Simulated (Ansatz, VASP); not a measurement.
## One calculation of TaN, two programs

```
Ta N
1.0
     0.00000    2.17900    2.17900
     2.17900    0.00000    2.17900
     2.17900    2.17900    0.00000
Ta N
1 1
Direct
  0.50000 0.50000 0.50000
  0.00000 0.00000 0.00000
```

Alike in both runs: task single point; functional PBE; k mesh 7 × 7 × 7; occupations gaussian, width 0.05 eV; collinear spin, ferromagnetic start.

|  | VASP | Ansatz |
| --- | --- | --- |
| version | VASP 6.6.1 | Ansatz 0.2.0 |
| potentials or method | VASP PAW PBE potentials, release 64 (Ta_pv, N) | Ansatz PAW |
| plane-wave cutoff (eV) | 520 | 420 |
| valence electrons in the cell | 16 | 18 |

```tsv
	VASP	Ansatz	Ansatz less VASP
gap on the k mesh at the Fermi level (eV)	none	none	-
pressure (GPa)	15.3	14.3	-0.98
net moment per atom (μB)	0.00	0.00	0.000
```

A gap of «none» marks a metal or a gap that the smearing closes. The two sets of potentials don't hold the same shells in valence.

Caveats: so large a pressure means that the cell lies far from this level's equilibrium, or that cutoff or potentials fall short (VASP); the pressure holds a Pulay correction of +0.5 GPa for the finite cutoff (Ansatz); the starting moments weren't kept (Ansatz). The runs have no spin-orbit coupling, so splittings on Ta are missing.
